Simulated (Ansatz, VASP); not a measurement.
**One calculation of NaI, two programs**

POSCAR

```
NaI
1.0
    4.1674095145      0.0000000000      0.0000000000
    0.0000000000      4.1674095145      0.0000000000
    0.0000000000      0.0000000000      4.0405366633
Na I
1 1
Direct
    0.0000000000      0.0000000000      0.0000000000
    0.5000000000      0.5000000000      0.5000000000
```

The input INCAR.step1:

```
SYSTEM = NaI
  PREC = Accurate
  ENCUT = 520
  ISMEAR = 0
  SIGMA = 0.01
  LREAL = .False.
  LASPH = .True.
  NELM = 100
  NBANDS = 14
  GGA = PE
  ALGO = Normal
  EDIFF = 1E-4
  LWAVE = .True.
  LCHARG = .False.
```

File INCAR.step2:

```
SYSTEM = NaI
  PREC = Accurate
  ENCUT = 520
  EDIFF = 1E-7
  ISMEAR = 0
  SIGMA = 0.01
  LREAL = .False.
  LASPH = .True.
  NELM = 100
  ALGO = Normal
  ISIF = 2
  LWAVE = .False.
  LCHARG = .False.
  METAGGA = R2SCAN
  LMIXTAU = .True.
  NBANDS = 14
  ISTART = 1
```

File KPOINTS:

```
regular mesh
0
Gamma
  6 6 6
  0 0 0
```

Input for Ansatz:

```yaml
crystal:
  lattice:
    - [4.1674095145, 0.0, 0.0]
    - [0.0, 4.1674095145, 0.0]
    - [0.0, 0.0, 4.0405366633]
  atoms:
    - { symbol: Na, position: [0.0, 0.0, 0.0] }
    - { symbol: I, position: [0.5, 0.5, 0.5] }
kpoints:
  mp_grid: { grid: [6, 6, 6] }
  band_path:
    path: [[0.0, 0.0, 0.0], [0.0, 0.5, 0.0], [0.5, 0.5, 0.0], [0.5, 0.5, 0.5]]
    npoints: 1
hamiltonian:
  xc: r2scan
scf:
  occupations: { method: fixed }
  n_extra_bands: 4
output:
  forces: true
  stress: true
  eigenvalues: true
```

Change from the starting cell: biaxial_xy strain +3.1%.

Alike in both runs: task single point; functional r2SCAN; k mesh 6 × 6 × 6; no spin polarisation.

|  | VASP | Ansatz |
| --- | --- | --- |
| version | VASP 6.6.1 | Ansatz 0.2.0 |
| potentials or method | VASP PAW PBE potentials, release 64 (Na_pv, I) | plane waves, PAW |
| plane-wave cutoff (eV) | 520 | 500 |
| occupations | gaussian, width 0.01 eV | fixed |
| valence electrons in the cell | 14 | 26 |

Ansatz gave:

* gap on the k mesh at the Fermi level (eV): 2.80
* pressure (GPa): -0.9
* largest component of the traceless stress (GPa): 0.97

Q: Which values does VASP return?

A: gap on the k mesh at the Fermi level (eV): 2.82; pressure (GPa): -1.0; largest component of the traceless stress (GPa): 0.92.

The two sets of potentials don't hold the same shells in valence.

Caveats: the PAW data sets were made with another functional, which shifts forces and pressure a little (VASP); spin-orbit coupling is left out, which moves the levels of the heavy elements. A k mesh can miss the band edges.
